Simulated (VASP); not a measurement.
Write the native input for VASP 6.6.1 that does the following.

```
Task                   : relaxation of cell and atoms
Functional             : PBE
Potentials or basis    : VASP PAW PBE potentials, release 64 (Ta_pv, C)
Cutoff                 : 600 eV
k mesh                 : 16 × 16 × 16
Occupations            : gaussian, width 0.1 eV
Spin                   : no spin polarisation
Further INCAR settings : ALGO = Fast; EDIFF = 1e-07; IBRION = 2; EDIFFG = -0.005; NSW = 90; ISIF = 3
```

The structure of TaC lies in POSCAR:

```
TaC
1.0
    0.0000000000      2.2338976900      2.2338976900
    2.2338976900      0.0000000000      2.2338976900
    2.2338976900      2.2338976900      0.0000000000
Ta C
1 1
Direct
    0.0000000000      0.0000000000      0.0000000000
    0.5000000000      0.5000000000      0.5000000000
```

The cell is a database's computed one.

The input as run:

INCAR

```
ALGO     = Fast           # electronic algorithm
EDIFF    = 1E-7           # SCF threshold, eV
EDIFFG   = -0.005         # ionic threshold
ENCUT    = 600            # plane-wave cutoff, eV
GGA      = PE             # functional
IBRION   = 2              # ionic algorithm
ISIF     = 3              # what is computed and relaxed
ISMEAR   = 0              # smearing method
LASPH    = T              # aspherical terms in the spheres
LCHARG   = F              # write CHGCAR
LREAL    = F              # projectors in reciprocal space
LWAVE    = F              # write WAVECAR
NELM     = 60             # most SCF steps
NSW      = 90             # ionic steps
PREC     = Accurate       # precision mode
SIGMA    = 0.1            # smearing width, eV
```

KPOINTS

```
k-points
0
Gamma
  16 16 16
```

Potentials or basis: VASP PAW PBE potentials, release 64 (Ta_pv, C).

Command:

```bash
$ cat potpaw_PBE.64/Ta_pv/POTCAR potpaw_PBE.64/C/POTCAR > POTCAR
$ mpirun -np 1 vasp_std > vasp.out
```

It gave:

| Item | Value |
| --- | --- |
| Relaxed volume | 11.22 Å³/atom |
| Relaxed cell | a = 3.166 Å, b = 3.166 Å, c = 3.166 Å, α = 60.00°, β = 60.00°, γ = 60.00° |
| Space group after relaxing (to 0.05 Å) | Fm-3m (No. 225) |
| Energy gained by relaxing | 0.5 meV/atom |
| Ionic steps | 3 |
| Pressure after relaxing | 0.0 GPa |
| Band gap on the k mesh | none (metal or under the smearing width) |

It took 79 s on 1 thread of AMD EPYC 9R45 96-Core Processor (Zen 5), on a shared host, peak memory 0.17 GiB.
